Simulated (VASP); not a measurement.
CdSe:

```
CELL_PARAMETERS angstrom
0.00000 3.04621 3.04621
3.04621 0.00000 3.04621
3.04621 3.04621 0.00000
ATOMIC_POSITIONS crystal
Cd 0.00000 0.00000 0.00000
Se 0.25000 0.25000 0.25000
```

The cell was built by a generator and needn't be a form met in nature.

Base run:

* Program: VASP 6.6.1
* Functional: TB-mBJ
* Potentials or basis: VASP PAW PBE potentials, release 64 (Cd, Se)
* Cutoff: 520 eV
* k mesh: 8 × 8 × 8
* Occupations: gaussian, width 0.03 eV
* Spin: no spin polarisation

Its results: band gap on the k mesh 1.94 eV, direct.

The run is repeated on the same cell with these changes: functional from TB-mBJ to PBEsol. What comes out?

Band gap on the k mesh 0.47 eV, direct.
